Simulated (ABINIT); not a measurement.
AlN in ABINIT: the effect of functional

Crystal: AlN.

```xyz
4
Lattice="3.3121 0.0000 0.0000 -1.6561 2.8684 0.0000 0.0000 0.0000 4.1876" Properties=species:S:1:pos:R:3 pbc="T T T"
Al    1.6561    0.9561    1.0469
Al    0.0000    1.9123    3.1407
N     1.6561    0.9561    3.1407
N     0.0000    1.9123    1.0469
```

Measurements of this composition are mostly on another form, of space group No. 186.

Alike in all runs:

| Item | Value |
| --- | --- |
| Program | ABINIT 10.8.3 (patched build) |
| Task | band structure |
| k mesh | 9 × 9 × 7 |
| Occupations | fermi-dirac, width 0.05 eV |
| Spin | no spin polarisation |

```tsv
functional	potentials or basis	cutoff	gap on the mesh (eV)
LDA	JTH PAW LDA v2.0	707 eV	3.27
PBEsol	JTH PAW PBE v2.0	707 eV	?
r2SCAN	JTH PAW PBE v2.0	844 eV	3.80
TB-mBJ	JTH PAW LDA v2.0	844 eV	4.55
```

Question: What does the run with functional PBEsol give?

Answer: gap on the mesh 3.17 eV.

Caveats: the constant c of TB-mBJ comes from the pseudo density here, which moves gaps by up to 0.3 eV between sets of potentials (some runs).

